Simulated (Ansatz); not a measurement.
Co (fcc)

Computed with Ansatz (plane waves, PAW, 500 eV cutoff): r²SCAN, scalar-relativistic, collinear spin, Γ-centred 20×20×20 mesh, 0.05 eV Gaussian smearing; PAW files: Ansatz's generated set soft_2.

```
Co
1.0
     0.00000    1.75624    1.75624
     1.75624    0.00000    1.75624
     1.75624    1.75624    0.00000
Co
1
Direct
  0.00000 0.00000 0.00000
```

At room temperature and ambient pressure Co is hcp.

The geometry is fixed. Moments are started on Co in several ways. q is the propagation vector of an order in a doubled cell, in units of this cell's reciprocal vectors; doubled cells take an equivalent mesh or are counted from a ferromagnetic run in the same cell, unless said otherwise. Energies count from the first row, the state in which the cell was relaxed.

The starts:
- ferromagnetic
- no spin polarisation
- antiparallel, q = (0, 0, 1/2)
- antiparallel, q = (0, 1/2, 1/2)
- small parallel moments

Question: Which start ends lowest, and how far above it lies the solution without spin polarisation?

Answer: Lowest, alike within 0.5 meV/atom: ferromagnetic; small parallel moments (which grew into the full parallel moments). Without spin polarisation the energy is 561 meV/atom higher.

```
                          start  largest typed moment (μB)  ΔE (meV/atom)  gap on the mesh (eV)  P (GPa)  final spin moments (μB)
                  ferromagnetic                       2.14            0.0                 metal      0.0                  Co 1.95
           no spin polarisation                       0.00          560.6                 metal    -20.4                     none
  antiparallel, q = (0, 0, 1/2)                       1.50          326.1                 metal      2.3           Co 1.78, -1.78
antiparallel, q = (0, 1/2, 1/2)                       1.50          389.0                 metal      3.0           Co 1.53, -1.50
         small parallel moments                       0.50            0.0                 metal      0.0                  Co 1.95
```

The program noted a lower state or an instability beside: antiparallel, q = (0, 0, 1/2); antiparallel, q = (0, 1/2, 1/2). The lower rows of the table may be what it saw.

The cell was relaxed in the state of the first row, and its shape doesn't suit: antiparallel, q = (0, 0, 1/2) (uneven stress of 9.3 GPa); antiparallel, q = (0, 1/2, 1/2) (uneven stress of 5.8 GPa).

r²SCAN tends to overstate moments and magnetic energies in metals.

Without spin polarisation the pressure is 20.4 GPa lower than in the lowest state, so the magnetic solution wants the larger cell.

Only orders that fit these small cells were tried.

The run wasn't fully tested for a lower electronic state. Site moments are of spin, integrated over atomic spheres.
